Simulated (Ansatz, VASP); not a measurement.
Ru in VASP and in Ansatz

INCAR

```
PREC     = Accurate       # precision mode
ENCUT    = 520            # plane-wave cutoff, eV
EDIFF    = 1E-6           # SCF threshold, eV
ISMEAR   = 0              # smearing method
SIGMA    = 0.15           # smearing width, eV
LREAL    = F              # projectors in reciprocal space
LASPH    = T              # aspherical terms in the spheres
NELM     = 100            # most SCF steps
ALGO     = Fast           # electronic algorithm
ISIF     = 2              # what is computed and relaxed
LWAVE    = F              # write WAVECAR
LCHARG   = T              # write CHGCAR
GGA      = PS             # functional
LELF     = T              # ELF
LVHAR    = T            
NBANDS   = 21             # bands
```

KPOINTS

```
regular mesh
0
Gamma
  18 18 10
```

The input POSCAR:

```
Ru
1.0
    2.7273000000      0.0000000000      0.0000000000
   -1.3636500000      2.3619110838      0.0000000000
    0.0000000000      0.0000000000      4.3544000000
Ru
2
Direct
    0.3333333333      0.6666666667      0.2500000000
    0.6666666667      0.3333333333      0.7500000000
```

Input for Ansatz:

```yaml
crystal:
  lattice:
    - [2.7273, 0.0, 0.0]
    - [-1.36365, 2.3619110838, 0.0]
    - [0.0, 0.0, 4.3544]
  atoms:
    - { symbol: Ru, position: [0.3333333333, 0.6666666667, 0.25] }
    - { symbol: Ru, position: [0.6666666667, 0.3333333333, 0.75] }
basis:
  ecutwfc: 420
kpoints:
  mp_grid: { grid: [18, 18, 10] }
hamiltonian:
  xc: pbesol
  pseudopotentials: { kind: paw, azcp: { folder: soft_1 } }
scf:
  occupations: { method: gaussian, width: 0.15 }
output:
  forces: true
  stress: true
  eigenvalues: true
```

Alike in both runs: task single point; functional PBEsol; k mesh 18 × 18 × 10; occupations gaussian, width 0.15 eV; no spin polarisation.

```csv
,VASP,Ansatz
version,VASP 6.6.1,Ansatz 0.2.0
potentials or method,"VASP PAW PBE potentials, release 64 (Ru_pv)","scalar-relativistic, plane waves, PAW"
plane-wave cutoff (eV),520,420
valence electrons in the cell,28,32
```

Ansatz gave:

- gap on the k mesh at the Fermi level (eV): none
- pressure (GPa): -15.9
- largest component of the traceless stress (GPa): 3.35

Estimate VASP's values.

gap on the k mesh at the Fermi level (eV): none; pressure (GPa): -16.0; largest component of the traceless stress (GPa): 3.35.

A gap of «none» marks a metal or a gap that the smearing closes. The two sets of potentials don't hold the same shells in valence. Ansatz warned: «pseudo_functional_mismatch».

Caveats: so large a pressure means that the cell lies far from this level's equilibrium, or that cutoff or potentials fall short (VASP); the potentials were made for another functional, which shifts forces and pressure (VASP).
